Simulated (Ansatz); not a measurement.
## C (Fd-3m) as a strained film

```
CELL_PARAMETERS angstrom
1.77690 1.77690 0.00000
-1.77690 1.77690 0.00000
0.00000 1.77690 1.77690
ATOMIC_POSITIONS crystal
C 0.50000 0.50000 0.00000
C 0.75000 0.25000 0.50000
```

This cell was relaxed by PAW under PBEsol. A film on a (001) substrate is mimicked by stretching x and y by ε∥; the length along z and the atoms then relax by PAW (default files of Ansatz 0.2.0, cutoff 420 eV, stress met within about 0.05 GPa). Stress and levels come from PBEsol, all-electron LAPW in Ansatz 0.2.0, scalar-relativistic; k mesh 12×12×12, fixed occupations, basis error target 0.5 meV/atom. Conduction levels are in eV over the valence top, at fixed fractional wave vectors («min» is a refined band extremum of the unstrained crystal off the named points).

```csv
ε∥ (%),ε⊥ (%),"σ∥ (GPa, tension positive)",min ⊥ z,min ∥ z,X ⊥ z,X ∥ z,2nd valence level at Γ,3rd
-2.0,0.531,-25.34,3.775,4.394,4.366,4.979,0.000,-0.409
-1.0,0.263,-12.22,3.906,4.211,4.500,4.802,0.000,-0.198
-0.5,0.134,-6.01,3.970,4.122,4.565,4.715,0.000,-0.098
0.0,0.000,-0.03,4.033,4.033,4.629,4.629,0.000,0.000
0.5,-0.133,5.73,4.001,3.850,4.597,4.449,-0.095,-0.095
1.0,?,?,?,?,?,?,?,?
2.0,-0.513,21.80,3.915,3.329,4.512,3.939,-0.360,-0.360
```

The last two columns are counted from the highest valence level at Γ.

Problem. How does the film contract along z, and how stiff is it in the plane?

Solution. Quadratic fits through the 6 rows shown have slopes dε⊥/dε∥ = -0.261 and dσ∥/dε∥ = 1177.9 GPa at zero strain. Elasticity asks −2C12/C11 = -0.260 and C11 + C12 − 2C12²/C11 = 1172.4 GPa, from PAW constants C11 = 1069.4, C12 = 139.2 GPa. At the level of the σ∥ column the films keep up to 0.03 GPa along z against the unstrained cell, and the constants are scalar-relativistic PAW values, so part of the difference is the change of level.

Problem. Which shear deformation potential b does the valence splitting give?

Solution. Without spin-orbit coupling the single level moves against the pair by 3b(ε⊥ − ε∥): -0.0978 eV at ε⊥ − ε∥ = 0.00634 and 0.0948 eV at -0.00633, so b = -5.07 eV.

Problem. And the uniaxial potential of the lowest valleys?

Solution. The valley along z moves against those in the plane by Ξu(ε⊥ − ε∥): from 0.1522 to -0.1503 eV between the two smallest strains, so Ξu = 23.88 eV.

Problem. Fill the row at ε∥ = 1.0 %.

Solution. The fits give ε⊥ = -0.259 % and σ∥ = 11.32 GPa. Computed: ε⊥ (%) = -0.259, σ∥ (GPa, tension positive) = 11.29, min ⊥ z = 3.970, min ∥ z = 3.673, X ⊥ z = 4.567, X ∥ z = 4.276, 2nd valence level at Γ = -0.186, 3rd = -0.186. The levels have a kink at zero strain, where another valence state takes the top, so one parabola doesn't fit them.

Problem. What is the slope of the gap under small compression and under small tension?

Solution. dE_g/dε∥ is 127 meV per % on the compressed side and -365 on the stretched side, so the gap falls either way. The lowest conduction level lies at min ⊥ z under the strongest compression and at min ∥ z under the strongest tension.

Known limits: the frozen-core PAW files of the relaxations were fitted under PBE, their cores solved anew for this functional; semilocal gaps are low, and the spacing of valleys can be off by tenths of an eV; levels are read at fixed fractional k, so an edge that moves off these points is missed.
